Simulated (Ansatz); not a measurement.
## HgTe

```yaml
crystal:
  lattice:
    - [0.00000, 2.92150, 2.92150]
    - [2.92150, 0.00000, 2.92150]
    - [2.92150, 2.92150, 0.00000]
  atoms:
    - { symbol: Hg, position: [0.00000, 0.00000, 0.00000] }
    - { symbol: Te, position: [0.50000, 0.50000, 0.50000] }
```

Atom numbers follow the list: Hg1, Te2.

The conventional cell has a = 5.843 Å, b = 5.843 Å, c = 5.843 Å, α = 90.00°, β = 90.00°, γ = 90.00°. Hg (atom 1) has 6 Te at 2.92 Å as nearest neighbours. Around Te (atom 2) lie 6 Hg at 2.92 Å.

The cell is COD entry 1538296, as deposited and not checked against the literature; nothing was relaxed.

No spin–orbit coupling, which matters for the heavy atoms here.

Levels of theory: DFT, LDA, all-electron LAPW, scalar-relativistic (Ansatz 0.2.0); DFT, LDA, PAW with Ansatz's default frozen-core files, scalar-relativistic (Ansatz 0.2.0).

For LAPW: a Γ-centred 10×10×10 k mesh, Fermi–Dirac smearing of 0.08 eV, basis error target 1 meV/atom, no spin polarisation. PAW takes a cutoff of 420 eV at this cell (files made with PBE, cores remade for this functional). The Ansatz runs share mesh, smearing and spin set-up. Values come from LAPW unless marked.

```yaml
Pressure_at_this_cell: 3.85 GPa
Band_gap: "none: bands cross the Fermi level, a metal"
Density_of_states_at_the_Fermi_level_0.2_eV_bin: 1.00 states/eV per cell
Löwdin_charges_with_0.25_e_of_the_cell_spilling_out_of_the_atomic_basis_so_their_sizes_and_signs_hang_on_that_basis: Hg1 0.89, Te2 -0.65 e
Bader_charges_from_the_PAW_run: Hg1 -0.02, Te2 +0.02 e
Volume_per_atom: 24.94 Å³
```
